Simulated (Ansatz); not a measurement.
# GaSb: the cost of one run

Method: DFT PBE, scalar-relativistic, plane waves, PAW, in Ansatz 0.2.0.

The COD entry's cell or inner coordinates are ideal or old and differ from later refinements, so a difference from it is no clean test against experiment.

4 further runs of the same task are left out: 2 that didn't finish, 2 set aside as unsound or not needed.

### Step 1. The structure to begin with

The structure is cubic, space group F-43m (No. 216). Conventional cell: a = 6.214 Å, b = 6.214 Å, c = 6.214 Å, α = 90.00°, β = 90.00°, γ = 90.00°. Around Ga (site symmetry -43m) lie 4 Sb at 2.69 Å. Sb (site symmetry -43m) is surrounded by 4 Ga at 2.69 Å.

Coordinates:

```
Ga Sb
1.0
     0.00000    3.10692    3.10692
     3.10692    0.00000    3.10692
     3.10692    3.10692    0.00000
Ga Sb
1 1
Direct
  0.00000 0.00000 0.00000
  0.75000 0.75000 0.75000
```

This cell was relaxed beforehand with the same method: volume 29.99 Å³/atom, gap on the mesh none (metal).

### Step 2. Zero of the scan

Contents of input.yaml:

```yaml
crystal:
  lattice:
    - [0.0, 3.1069206316, 3.1069206316]
    - [3.1069206316, 0.0, 3.1069206316]
    - [3.1069206316, 3.1069206316, 0.0]
  atoms:
    - { symbol: Ga, position: [0.0, 0.0, 0.0] }
    - { symbol: Sb, position: [0.75, 0.75, 0.75] }
basis:
  ecutwfc: 420
kpoints:
  mp_grid: { grid: [16, 16, 16] }
hamiltonian:
  xc: pbe
scf:
  occupations: { method: gaussian, width: 0.15 }
output:
  forces: true
  stress: true
  eigenvalues: true
  write_density: true
  write_potential: true
  elf: true
  volumetric_format: npy
```

The run is started by

```
$ ansatz run input.yaml --threads 1 --pin off --max-ram 2560MiB --backend cpu --events-out ev --progress --plain --runs-dir out
```

Q: Estimate wall time and peak memory on 1 thread of Intel Xeon 6975P-C (Granite Rapids), shared host.

About 7.8 s, with a peak of 0.5 GiB.
